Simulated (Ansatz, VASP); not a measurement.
**Two plane-wave programs on Al**

```
CELL_PARAMETERS angstrom
-1.65680 1.65680 1.65680
1.65680 -1.65680 1.65680
1.65680 1.65680 -1.65680
ATOMIC_POSITIONS crystal
Al 0.00000 0.00000 0.00000
```

Alike in both runs: task single point; functional r2SCAN; k mesh 16 × 16 × 16; occupations fermi-dirac, width 0.1 eV; no spin polarisation.

|  | VASP | Ansatz |
| --- | --- | --- |
| version | VASP 6.6.1 | Ansatz 0.2.0 |
| potentials or method | VASP PAW PBE potentials, release 64 (Al) | plane waves (500 eV) with PAW, scalar-relativistic |
| plane-wave cutoff (eV) | 520 | 500 |
| valence electrons in the cell | 3 | 3 |

```csv
,VASP,Ansatz,Ansatz less VASP
pressure (GPa),-7.6,-7.4,+0.22
```

Caveats: the PAW data sets were made with another functional, which shifts forces and pressure a little (VASP).
